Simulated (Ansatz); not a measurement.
# Pt: a line through a two-coordinate scan

One line of a two-coordinate grid on Pt (Fm-3m, No. 225; 1 atom in the cell): normal strain along x is varied, at normal strain along z = −7.00 %.

The COD entry's cell or inner coordinates are ideal or old and differ from later refinements, so a difference from it is no clean test against experiment.

Program: Ansatz 0.2.0. Level of theory: DFT LDA, scalar-relativistic, plane waves, PAW. These are calculated values, not measurements.

40 further runs of the same task are left out: 40 set aside as unsound or not needed.

## 1. Starting point

It takes space group Fm-3m (No. 225, cubic). Conventional cell: a = 3.894 Å, b = 3.894 Å, c = 3.894 Å, α = 90.00°, β = 90.00°, γ = 90.00°. Pt (site symmetry m-3m) has 12 Pt at 2.75 Å as nearest neighbours.

Structure file:

```cif
data_structure
_symmetry_space_group_name_H-M 'Fm-3m'
_symmetry_Int_Tables_number 225
_cell_length_a 3.8937
_cell_length_b 3.8937
_cell_length_c 3.8937
_cell_angle_alpha 90.000
_cell_angle_beta 90.000
_cell_angle_gamma 90.000
_cell_volume 59.03
loop_
_atom_site_label
_atom_site_type_symbol
_atom_site_symmetry_multiplicity
_atom_site_Wyckoff_symbol
_atom_site_fract_x
_atom_site_fract_y
_atom_site_fract_z
_atom_site_occupancy
Pt1 Pt 4 a 0.00000 0.00000 0.00000 1
```

This cell was relaxed beforehand with the same method: volume 14.76 Å³/atom, gap on the mesh none (metal).

## 2. The scan

The energy is mapped over two homogeneous strains (x along [1 0 0], y along [0 1 0], z along [0 0 1] of the conventional cell).

First coordinate, normal strain along x: 9 values from −11.00 %. Second coordinate, normal strain along z: 9 values from −7.00 %.

Nothing else is relaxed (symmetry fixes all fractional coordinates). Energies count from the relaxed crystal. Points are written as (first, second).

## 3. Grid point (−11.00 %, −7.00 %)

The input, input.yaml:

```yaml
crystal:
  lattice:
    - [0.0, 1.94683287, 1.8105545691]
    - [1.7326812543, 0.0, 1.8105545691]
    - [1.7326812543, 1.94683287, 0.0]
  atoms:
    - { symbol: Pt, position: [0.0, 0.0, 0.0] }
basis:
  ecutwfc: 420
kpoints:
  mp_grid: { grid: [20, 20, 20] }
hamiltonian:
  xc: lda
scf:
  occupations: { method: gaussian, width: 0.15 }
output:
  forces: true
  stress: true
  eigenvalues: true
```

Command:

```bash
> ansatz run input.yaml --threads 1 --pin off --max-ram 2048MiB --backend cpu --events-out ev --progress --plain --runs-dir out
```

The program printed, cut to the lines that bear on the results:

```text
Warning: RAYON_NUM_THREADS=1 ignored (pool sized by the plan → 1); use --threads N
[...]
Pseudopotentials: kind: paw
Pseudopotential: Pt, paw, valence charge 18, recommended cutoff 420 eV (normal), Pt.paw.azcp
Functional definition: SPW92
[...]
Crystal: 1 atoms, lattice volume = 12.215 Å³
Basis set: ecut = 420 eV, 249 PW (Γ)
Bands: 13, of which v1, the nominal top of the filled ones, is band 9 counted from 1 (8 counted from 0)
Symmetry: 8 space group operations
Space group: Fmmm (ITA 69), of the structure as read, at distance tolerance 2.3e-5 Å
k-points: 1166 of 8000
[...]
SCF iter   1: F=—  HF=-12244.309951 eV  |F-HF|=—  |Δ(HF+E_count)|=         —  Δρ=6.25e-3  dr2=1.03e-3  ethr=1.77e-3  ⟨swp⟩=5.0  Hψ=83486  notcnv=0
[...]
SCF iter   6: F=-12244.309667 eV  HF=-12244.309667 eV  |F-HF|=4.37e-10  |Δ(HF+E_count)|=   3.81e-9  Δρ=3.41e-6  dr2=7.54e-10  ethr=6.18e-11  ⟨swp⟩=2.1  Hψ=45166  notcnv=0
[...]
SCF converged after 6 iterations
Free energy (F): -12244.309667 eV
[...]
E sigma→0 (E₀):  -12244.302793 eV
Entropy (-TS):   -0.013746 eV (-13.746 meV/atom)
Fermi energy:    30.291832 eV
[...]
--- Forces (eV/Å), atoms counted from 1 ---
  atom   1  Pt     0.00000000    -0.00000000     0.00000000
[...]
--- Stress (GPa, compression-positive) ---
      107.298848       0.000000      -0.000000
        0.000000      80.054324      -0.000000
       -0.000000      -0.000000     105.117650
  P = ⅓ Tr σ = 97.4903 GPa (974.903 kbar)
--- Band table (eV; the first three rows and the last of 1166) ---
  k-point 0: bands = ["-69.1616", "-22.8932", "-22.8504", "-22.8490", "17.4948", "24.0461", "25.2873", "25.8835", "26.9623", "28.9883", "44.3317", "48.1947", "50.4985"]
[...]
```

It took 3.9 s on 1 thread of AMD EPYC 9R45 (Zen 5), shared host; peak memory 0.49 GiB.

Energy on the map's scale: 689 meV/atom.

## 4. Point (−8.25 %, −7.00 %)

input.yaml, as its differences from that of step 3:

```diff
@@ -3,4 +3,4 @@
     - [0.0, 1.94683287, 1.8105545691]
-    - [1.7326812543, 0.0, 1.8105545691]
-    - [1.7326812543, 1.94683287, 0.0]
+    - [1.7862191582, 0.0, 1.8105545691]
+    - [1.7862191582, 1.94683287, 0.0]
   atoms:
@@ -19 +19,5 @@
   eigenvalues: true
+  write_density: true
+  write_potential: true
+  elf: true
+  volumetric_format: npy
```

Command:

```bash
> ansatz run input.yaml --threads 1 --pin off --max-ram 2048MiB --backend cpu --events-out ev --progress --plain --runs-dir out
```

The program printed, cut to the lines that bear on the results:

```text
Warning: RAYON_NUM_THREADS=1 ignored (pool sized by the plan → 1); use --threads N
[...]
[... 3 set-up lines as earlier in the session ...]
[...]
Crystal: 1 atoms, lattice volume = 12.592 Å³
Basis set: ecut = 420 eV, 265 PW (Γ)
Bands: 13, of which v1, the nominal top of the filled ones, is band 9 counted from 1 (8 counted from 0)
[... 2 set-up lines as earlier in the session ...]
k-points: 1166 of 8000
[...]
SCF iter   1: F=—  HF=-12244.532945 eV  |F-HF|=—  |Δ(HF+E_count)|=         —  Δρ=6.28e-3  dr2=1.23e-3  ethr=1.77e-3  ⟨swp⟩=5.0  Hψ=83586  notcnv=0
[...]
SCF iter   6: F=-12244.532492 eV  HF=-12244.532492 eV  |F-HF|=1.13e-9  |Δ(HF+E_count)|=   8.18e-9  Δρ=5.14e-6  dr2=1.82e-9  ethr=1.21e-10  ⟨swp⟩=5.2  Hψ=73799  notcnv=0
[...]
SCF converged after 6 iterations
Free energy (F): -12244.532492 eV
[...]
E sigma→0 (E₀):  -12244.525074 eV
Entropy (-TS):   -0.014837 eV (-14.837 meV/atom)
Fermi energy:    29.169001 eV
[...]
--- Forces (eV/Å), atoms counted from 1 ---
  atom   1  Pt     0.00000000     0.00000000     0.00000000
[...]
--- Stress (GPa, compression-positive) ---
       82.463107       0.000000       0.000000
        0.000000      62.082618       0.000000
        0.000000       0.000000      81.600409
  P = ⅓ Tr σ = 75.3820 GPa (753.820 kbar)
--- Band table (eV; the first three rows and the last of 1166) ---
  k-point 0: bands = ["-70.1732", "-23.9338", "-23.9013", "-23.9011", "16.7333", "23.3068", "24.4623", "24.6435", "26.1856", "27.7519", "43.2598", "47.3934", "49.7151"]
[...]
```

Wall time 5.4 s (1 thread of AMD EPYC 9R45 (Zen 5), shared host); peak memory 0.47 GiB.

Axes a, b and c in the maps are those of this run's conventional cell (a, b, c = 3.572, 3.621, 3.894 Å).

Density in a lattice plane of the grid's cell (edges 3.57 and 3.89 Å, at 0.000 of the third edge), which holds Pt.

Ten even steps from '0' (0.20 e/Å³) to '9' (12.05 e/Å³):
```
9875310000000000013578
7653210000000000012356
4432100000000000001234
1110000000000000000011
0000000000000000000000
0000000001111100000000
0000000123444321000000
0000001235676532100000
0000001357898753100000
0000001368999863100000
0000001357898753100000
0000001235676532100000
0000000123444321000000
0000000001111100000000
0000000000000000000000
1110000000000000000011
4432100000000000001234
7653210000000000012356
9875310000000000013578
9986310000000000013689
```
Columns run along the first of these edges and rows up along the second, over one cell in 22 and 20 even steps from the bottom left corner. Atoms in the plane (fractional): Pt at (0.00, 0.00), Pt at (0.50, 0.50).

ELF in the same plane.

Values, 12 rows by 12 columns:
```
0.68 0.66 0.57 0.37 0.25 0.19 0.16 0.19 0.25 0.37 0.57 0.66
0.59 0.53 0.40 0.30 0.26 0.23 0.22 0.23 0.26 0.30 0.40 0.53
0.34 0.31 0.28 0.29 0.28 0.31 0.34 0.31 0.28 0.29 0.28 0.31
0.22 0.23 0.26 0.30 0.40 0.53 0.59 0.53 0.40 0.30 0.26 0.23
0.16 0.19 0.25 0.37 0.57 0.66 0.68 0.66 0.57 0.37 0.25 0.19
0.14 0.17 0.25 0.43 0.64 0.68 0.66 0.68 0.64 0.43 0.25 0.17
0.16 0.19 0.25 0.37 0.57 0.66 0.68 0.66 0.57 0.37 0.25 0.19
0.22 0.23 0.26 0.30 0.40 0.53 0.59 0.53 0.40 0.30 0.26 0.23
0.34 0.31 0.28 0.29 0.28 0.31 0.34 0.31 0.28 0.29 0.28 0.31
0.59 0.53 0.40 0.30 0.26 0.23 0.22 0.23 0.26 0.30 0.40 0.53
0.68 0.66 0.57 0.37 0.25 0.19 0.16 0.19 0.25 0.37 0.57 0.66
0.66 0.68 0.64 0.43 0.25 0.17 0.14 0.17 0.25 0.43 0.64 0.68
```
Columns run along the first of these edges and rows up along the second, over one cell in 12 and 12 even steps from the bottom left corner. Atoms in the plane (fractional): Pt at (0.00, 0.00), Pt at (0.50, 0.50).

Both are smooth fields of the valence electrons: close to the nuclei they are not physical.

On the map this point reads 466 meV/atom.

## 5. The run at (−2.75 %, −7.00 %)

The input, input.yaml:

```yaml
crystal:
  lattice:
    - [0.0, 1.94683287, 1.8105545691]
    - [1.8932949661, 0.0, 1.8105545691]
    - [1.8932949661, 1.94683287, 0.0]
  atoms:
    - { symbol: Pt, position: [0.0, 0.0, 0.0] }
basis:
  ecutwfc: 420
kpoints:
  mp_grid: { grid: [20, 20, 20] }
hamiltonian:
  xc: lda
scf:
  occupations: { method: gaussian, width: 0.15 }
output:
  forces: true
  stress: true
  eigenvalues: true
```

Command:

```bash
> ansatz run input.yaml --threads 1 --pin off --max-ram 2048MiB --backend cpu --events-out ev --progress --plain --runs-dir out
```

The program printed, cut to the lines that bear on the results:

```text
[...]
SCF converged after 6 iterations
Free energy (F): -12244.821043 eV
[...]
E sigma→0 (E₀):  -12244.813103 eV
Entropy (-TS):   -0.015882 eV (-15.882 meV/atom)
Fermi energy:    27.073175 eV
[...]
--- Forces (eV/Å), atoms counted from 1 ---
  atom   1  Pt     0.00000000     0.00000000    -0.00000000
[...]
--- Stress (GPa, compression-positive) ---
       41.821561       0.000000      -0.000000
        0.000000      35.068374      -0.000000
       -0.000000      -0.000000      45.902682
  P = ⅓ Tr σ = 40.9309 GPa (409.309 kbar)
--- Band table (eV; the first three rows and the last of 1166) ---
  k-point 0: bands = ["-72.0255", "-25.8327", "-25.8198", "-25.8154", "15.3511", "21.9899", "22.4056", "22.9853", "24.5413", "25.5950", "41.3736", "45.8691", "46.6767"]
[...]
```

It took 4 s on 1 thread of AMD EPYC 9R45 (Zen 5), shared host; peak memory 0.5 GiB.

That is 178 meV/atom from the zero.

## 6. Grid point (0.00 %, −7.00 %)

input.yaml, as its differences from that of step 5:

```diff
@@ -3,4 +3,4 @@
     - [0.0, 1.94683287, 1.8105545691]
-    - [1.8932949661, 0.0, 1.8105545691]
-    - [1.8932949661, 1.94683287, 0.0]
+    - [1.94683287, 0.0, 1.8105545691]
+    - [1.94683287, 1.94683287, 0.0]
   atoms:
@@ -19 +19,5 @@
   eigenvalues: true
+  write_density: true
+  write_potential: true
+  elf: true
+  volumetric_format: npy
```

Command:

```bash
> ansatz run input.yaml --threads 1 --pin off --max-ram 2048MiB --backend cpu --events-out ev --progress --plain --runs-dir out
```

The program printed, cut to the lines that bear on the results:

```text
Warning: RAYON_NUM_THREADS=1 ignored (pool sized by the plan → 1); use --threads N
[...]
[... 3 set-up lines as earlier in the session ...]
[...]
Crystal: 1 atoms, lattice volume = 13.725 Å³
Basis set: ecut = 420 eV, 275 PW (Γ)
Bands: 13, of which v1, the nominal top of the filled ones, is band 9 counted from 1 (8 counted from 0)
Symmetry: 16 space group operations
Space group: I4/mmm (ITA 139), of the structure as read, at distance tolerance 2.4e-5 Å
k-points: 641 of 8000
[...]
SCF iter   1: F=—  HF=-12244.900326 eV  |F-HF|=—  |Δ(HF+E_count)|=         —  Δρ=6.21e-3  dr2=1.66e-3  ethr=1.77e-3  ⟨swp⟩=5.0  Hψ=45912  notcnv=0
[...]
SCF iter   6: F=-12244.899598 eV  HF=-12244.899598 eV  |F-HF|=4.53e-10  |Δ(HF+E_count)|=   4.53e-9  Δρ=2.35e-6  dr2=6.54e-10  ethr=8.02e-11  ⟨swp⟩=4.3  Hψ=41488  notcnv=0
[...]
SCF converged after 6 iterations
Free energy (F): -12244.899598 eV
[...]
E sigma→0 (E₀):  -12244.891437 eV
Entropy (-TS):   -0.016320 eV (-16.320 meV/atom)
Fermi energy:    26.096148 eV
[...]
--- Forces (eV/Å), atoms counted from 1 ---
  atom   1  Pt     0.00000000    -0.00000000     0.00000000
[...]
--- Stress (GPa, compression-positive) ---
       25.280891       0.000000      -0.000000
        0.000000      25.280891      -0.000000
       -0.000000      -0.000000      32.636090
  P = ⅓ Tr σ = 27.7326 GPa (277.326 kbar)
--- Band table (eV; the first three rows and the last of 641) ---
  k-point 0: bands = ["-72.8754", "-26.6987", "-26.6987", "-26.6898", "14.7223", "21.3951", "21.3951", "22.3196", "23.6235", "24.7283", "40.5409", "45.1375", "45.1375"]
[...]
```

Wall time 2.9 s (1 thread of AMD EPYC 9R45 (Zen 5), shared host); peak memory 0.42 GiB.

The maps below are laid out on this run's own conventional cell (a, b, c = 2.753, 2.753, 3.621 Å).

Density in a lattice plane of the grid's cell (edges 2.75 and 3.62 Å, at 0.000 of the third edge), which holds Pt.

Ten even steps from '0' (0.17 e/Å³) to '9' (12.03 e/Å³):
```
987531000000013578
775421000000012457
543210000000001234
221100000000000112
110000000000000001
000000000000000000
000000000000000000
000000000000000000
000000000000000000
000000000000000000
000000000000000000
000000000000000000
000000000000000000
000000000000000000
110000000000000001
221100000000000112
543210000000001234
775421000000012457
987531000000013578
998642100000124689
```
Columns run along the first of these edges and rows up along the second, over one cell in 18 and 20 even steps from the bottom left corner. Atoms in the plane (fractional): Pt at (0.00, 0.00).

ELF in the same plane.

Ten even steps from '0' (0.13) to '9' (0.68):
```
999986432223468999
999864322222346899
998653222222235689
876532222222223567
554322222222222345
332222222222222223
111112222222221111
001111222222211110
000011222222211000
000011222222211000
000011222222211000
001111222222211110
111112222222221111
332222222222222223
554322222222222345
876532222222223567
998653222222235689
999864322222346899
999986432223468999
999986432223468999
```
Columns run along the first of these edges and rows up along the second, over one cell in 18 and 20 even steps from the bottom left corner. Atoms in the plane (fractional): Pt at (0.00, 0.00).

Both are smooth fields of the valence electrons: close to the nuclei they are not physical.

That is 99 meV/atom from the zero.

## 7. The run at (2.75 %, −7.00 %)

The input, input.yaml:

```yaml
crystal:
  lattice:
    - [0.0, 1.94683287, 1.8105545691]
    - [2.0003707739, 0.0, 1.8105545691]
    - [2.0003707739, 1.94683287, 0.0]
  atoms:
    - { symbol: Pt, position: [0.0, 0.0, 0.0] }
basis:
  ecutwfc: 420
kpoints:
  mp_grid: { grid: [20, 20, 20] }
hamiltonian:
  xc: lda
scf:
  occupations: { method: gaussian, width: 0.15 }
output:
  forces: true
  stress: true
  eigenvalues: true
```

Command:

```bash
> ansatz run input.yaml --threads 1 --pin off --max-ram 2048MiB --backend cpu --events-out ev --progress --plain --runs-dir out
```

The program printed, cut to the lines that bear on the results:

```text
[...]
SCF converged after 6 iterations
Free energy (F): -12244.942145 eV
[...]
E sigma→0 (E₀):  -12244.933532 eV
Entropy (-TS):   -0.017226 eV (-17.226 meV/atom)
Fermi energy:    25.164160 eV
[...]
--- Forces (eV/Å), atoms counted from 1 ---
  atom   1  Pt     0.00000000     0.00000000     0.00000000
[...]
--- Stress (GPa, compression-positive) ---
       11.268318       0.000000      -0.000000
        0.000000      17.184322      -0.000000
       -0.000000      -0.000000      21.763066
  P = ⅓ Tr σ = 16.7386 GPa (167.386 kbar)
--- Band table (eV; the first three rows and the last of 1166) ---
  k-point 0: bands = ["-73.6796", "-27.5280", "-27.5166", "-27.5158", "14.1304", "20.4474", "20.8360", "21.6948", "22.6686", "23.9757", "39.7715", "43.7288", "44.4210"]
[...]
```

Run time: 4 s. Hardware: 1 thread of AMD EPYC 9R45 (Zen 5), shared host; peak memory 0.51 GiB.

On the map this point reads 56 meV/atom.

## 8. The run at (5.50 %, −7.00 %)

input.yaml, as its differences from that of step 7:

```diff
@@ -3,4 +3,4 @@
     - [0.0, 1.94683287, 1.8105545691]
-    - [2.0003707739, 0.0, 1.8105545691]
-    - [2.0003707739, 1.94683287, 0.0]
+    - [2.0539086778, 0.0, 1.8105545691]
+    - [2.0539086778, 1.94683287, 0.0]
   atoms:
```

Command:

```bash
> ansatz run input.yaml --threads 1 --pin off --max-ram 2048MiB --backend cpu --events-out ev --progress --plain --runs-dir out
```

The program printed, cut to the lines that bear on the results:

```text
[...]
SCF converged after 6 iterations
Free energy (F): -12244.954590 eV
[...]
E sigma→0 (E₀):  -12244.945713 eV
Entropy (-TS):   -0.017754 eV (-17.754 meV/atom)
Fermi energy:    24.276873 eV
[...]
--- Forces (eV/Å), atoms counted from 1 ---
  atom   1  Pt     0.00000000     0.00000000    -0.00000000
[...]
--- Stress (GPa, compression-positive) ---
       -0.330580      -0.000000      -0.000000
       -0.000000      10.277200      -0.000000
       -0.000000      -0.000000      12.890460
  P = ⅓ Tr σ = 7.6124 GPa (76.124 kbar)
--- Band table (eV; the first three rows and the last of 1166) ---
  k-point 0: bands = ["-74.4417", "-28.3106", "-28.2963", "-28.2919", "13.5722", "19.5563", "20.3093", "21.1050", "21.7205", "23.2926", "39.0586", "42.4308", "43.7164"]
[...]
```

Run time: 4.1 s. Hardware: 1 thread of AMD EPYC 9R45 (Zen 5), shared host; peak memory 0.52 GiB.

Energy on the map's scale: 44 meV/atom.

## 9. Grid point (8.25 %, −7.00 %)

input.yaml, as its differences from that of step 8:

```diff
@@ -3,4 +3,4 @@
     - [0.0, 1.94683287, 1.8105545691]
-    - [2.0539086778, 0.0, 1.8105545691]
-    - [2.0539086778, 1.94683287, 0.0]
+    - [2.1074465818, 0.0, 1.8105545691]
+    - [2.1074465818, 1.94683287, 0.0]
   atoms:
```

Command:

```bash
> ansatz run input.yaml --threads 1 --pin off --max-ram 2048MiB --backend cpu --events-out ev --progress --plain --runs-dir out
```

The program printed, cut to the lines that bear on the results:

```text
[...]
SCF converged after 6 iterations
Free energy (F): -12244.942170 eV
[...]
E sigma→0 (E₀):  -12244.933290 eV
Entropy (-TS):   -0.017762 eV (-17.762 meV/atom)
Fermi energy:    23.433644 eV
[...]
--- Forces (eV/Å), atoms counted from 1 ---
  atom   1  Pt     0.00000000     0.00000000     0.00000000
[...]
--- Stress (GPa, compression-positive) ---
       -9.911763       0.000000      -0.000000
        0.000000       4.363671      -0.000000
       -0.000000      -0.000000       5.787919
  P = ⅓ Tr σ = 0.0799 GPa (0.799 kbar)
--- Band table (eV; the first three rows and the last of 1166) ---
  k-point 0: bands = ["-75.1643", "-29.0506", "-29.0330", "-29.0282", "13.0448", "18.7182", "19.8116", "20.5446", "20.8034", "22.6530", "38.3961", "41.2255", "43.0220"]
[...]
```

Wall time 4.2 s (1 thread of AMD EPYC 9R45 (Zen 5), shared host); peak memory 0.52 GiB.

On the map this point reads 56 meV/atom.

## 10. Grid point (11.00 %, −7.00 %)

input.yaml, as its differences from that of step 9:

```diff
@@ -3,4 +3,4 @@
     - [0.0, 1.94683287, 1.8105545691]
-    - [2.1074465818, 0.0, 1.8105545691]
-    - [2.1074465818, 1.94683287, 0.0]
+    - [2.1609844857, 0.0, 1.8105545691]
+    - [2.1609844857, 1.94683287, 0.0]
   atoms:
@@ -19 +19,5 @@
   eigenvalues: true
+  write_density: true
+  write_potential: true
+  elf: true
+  volumetric_format: npy
```

Command:

```bash
> ansatz run input.yaml --threads 1 --pin off --max-ram 2048MiB --backend cpu --events-out ev --progress --plain --runs-dir out
```

The program printed, cut to the lines that bear on the results:

```text
[...]
SCF converged after 6 iterations
Free energy (F): -12244.909202 eV
[...]
E sigma→0 (E₀):  -12244.900307 eV
Entropy (-TS):   -0.017790 eV (-17.790 meV/atom)
Fermi energy:    22.633335 eV
[...]
--- Forces (eV/Å), atoms counted from 1 ---
  atom   1  Pt     0.00000000    -0.00000000     0.00000000
[...]
--- Stress (GPa, compression-positive) ---
      -17.816152       0.000000      -0.000000
        0.000000      -0.575098      -0.000000
       -0.000000      -0.000000       0.140255
  P = ⅓ Tr σ = -6.0837 GPa (-60.837 kbar)
--- Band table (eV; the first three rows and the last of 1166) ---
  k-point 0: bands = ["-75.8506", "-29.7519", "-29.7303", "-29.7278", "12.5456", "17.9291", "19.3381", "19.9275", "20.0107", "22.0440", "37.7791", "40.0964", "42.3370"]
[...]
```

Wall time 6 s (1 thread of AMD EPYC 9R45 (Zen 5), shared host); peak memory 0.5 GiB.

Energy on the map's scale: 89 meV/atom.

## 11. The line in numbers

```
normal strain along x (%)  step  energy (meV/atom)  slope (meV/atom per %)  pressure (GPa)
                   −11.00     3                689                     −92              97
                    −8.25     4                466                     −71              75
                    −5.50     –                298                     −52              57
                    −2.75     5                178                     −36              41
                     0.00     6                 99                     −22              28
                     2.75     7                 56                     −10              17
                     5.50     8                 44                       0               8
                     8.25     9                 56                       8               0
                    11.00    10                 89                      15              −6
```

Energies count from the relaxed crystal. Rows without a step come from runs not printed here or follow by symmetry. Slopes come from the forces (and the stress, where the cell changes), not from differences of energies.

Along the line the energy is lowest at 5.50 %, 44 meV/atom from the zero. Energies and slopes round the minimum, fitted together, put the minimum at 5.417 %, with a curvature of about 3.3 meV/atom per %². Divided by the reference volume, that is a stiffness of about 360 GPa for this pattern of strain. The highest point computed, at −11.00 %, lies 645 meV/atom above the lowest. This is one cut through a surface in two coordinates; the map's lowest point lies off it. The runs treat Pt without spin-orbit coupling.
